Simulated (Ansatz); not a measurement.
Crystal: Ti.

```
Ti
1.0
     4.56737    0.00000    0.00000
    -2.28369    3.95546    0.00000
     0.00000    0.00000    2.82624
Ti
3
Direct
  0.66667 0.33333 0.50000
  0.33333 0.66667 0.50000
  0.00000 0.00000 0.00000
```

This isn't the form of Ti at room conditions, which is hcp.

- Program: Ansatz 0.2.0
- Task: relaxation of cell and atoms
- Functional: PBEsol
- Dispersion: D3(BJ)
- Potentials or basis: Ansatz PAW
- Cutoff: 420 eV (not typed: the program's choice for these potentials)
- k mesh: 7 × 7 × 9
- Occupations: fermi-dirac, width 0.05 eV
- Spin: no spin polarisation

At the start: volume 17.02 Å³/atom.

Task: Where does the relaxation end?

Result: It ends after 6 steps and the volume is 15.63 Å³/atom (-8.2 %); space group P6/mmm (No. 191, to 0.05 Å).

The path:
| step | energy change (eV) | largest force (eV/Å) | volume (Å³) |
| --- | --- | --- | --- |
| 1 | 0.0000 | 0.0000 | 51.06 |
| 2 | -0.0893 | 0.0000 | 44.81 |
| 3 | -0.1328 | 0.0000 | 47.12 |
| 4 | -0.1334 | 0.0000 | 46.90 |
| 5 | -0.1334 | 0.0000 | 46.88 |
| 6 | -0.1330 | 0.0000 | 46.88 |

Final structure:
```yaml
crystal:
  lattice:
    - [4.43435, 0.00000, 0.00000]
    - [-2.21718, 3.84026, 0.00000]
    - [0.00000, 0.00000, 2.75299]
  atoms:
    - { symbol: Ti, position: [0.66667, 0.33333, 0.50000] }
    - { symbol: Ti, position: [0.33333, 0.66667, 0.50000] }
    - { symbol: Ti, position: [0.00000, 0.00000, 0.00000] }
```

Caveat: the plane-wave basis is chosen anew once the cell has moved, so the energies of steps on either side of that aren't comparable; pairwise dispersion overbinds metals, which lowers pressure and volume; the PAW data sets come from PBE, with cores solved anew for the run's functional, which leaves a small shift of forces and pressure.
